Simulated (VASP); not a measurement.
## From an Ansatz input to VASP: NaI (zincblende)

Ansatz input

```yaml
crystal:
  lattice:
    - [0.0, 3.5431916338, 3.5431916338]
    - [3.5431916338, 0.0, 3.5431916338]
    - [3.5431916338, 3.5431916338, 0.0]
  atoms:
    - { symbol: Na, position: [0.0, 0.0, 0.0] }
    - { symbol: I, position: [0.25, 0.25, 0.25] }
kpoints:
  mp_grid: { grid: [6, 6, 6] }
  band_path:
    path:
      - [0.0, 0.0, 0.0]
      - [-0.5, -0.5, 0.0]
      - [-0.375, -0.375, 0.25]
      - [-0.375, 0.0, 0.375]
      - [0.0, 0.0, 0.5]
      - [-0.5, -0.25, 0.25]
    npoints: 1
hamiltonian:
  xc: r2scan
scf:
  occupations: { method: fixed }
  n_extra_bands: 4
output:
  forces: true
  stress: true
  eigenvalues: true
```

Write VASP inputs for this cell and level of theory.



INCAR

```
LASPH = .TRUE.
ALGO = Normal
ENCUT = 520
LWAVE = .FALSE.
ISMEAR = 0
IBRION = -1
NBANDS = 14
LCHARG = .FALSE.
ISIF = 2
METAGGA = R2SCAN
NSW = 0
EDIFF = 1E-7
SIGMA = 0.01
NELM = 120
LREAL = .FALSE.
PREC = Accurate
```

KPOINTS

```
KPOINTS created by Atomic Simulation Environment
0
Gamma
6 6 6
0 0 0
```

KPOINTS_OPT

```
special points
6
Reciprocal
0.0000000000 0.0000000000 0.0000000000 1
-0.5000000000 -0.5000000000 0.0000000000 1
-0.3750000000 -0.3750000000 0.2500000000 1
-0.3750000000 0.0000000000 0.3750000000 1
0.0000000000 0.0000000000 0.5000000000 1
-0.5000000000 -0.2500000000 0.2500000000 1
```

POSCAR

```
Na I
 1.0000000000000000
     0.0000000000000000    3.5431916337822096    3.5431916337822096
     3.5431916337822096    0.0000000000000000    3.5431916337822096
     3.5431916337822096    3.5431916337822096    0.0000000000000000
 Na  I
   1   1
Cartesian
 -0.0000000000000000  0.0000000000000000 -0.0000000000000000
  1.7715958168911048  1.7715958168911048  1.7715958168911048
```

VASP ran with the recommended PBE PAW datasets (14 valence electrons in the cell). Other inputs would serve too.

```
                            Ansatz      VASP
gap between bands v and c  4.42 eV   4.42 eV
         least direct gap  4.42 eV   4.42 eV
                 pressure  0.0 GPa  -0.1 GPa
```

Datasets and cutoffs are each program's own. VASP's cell holds 14 valence electrons and Ansatz's 26. Ansatz's stress includes a Pulay correction; VASP's doesn't.
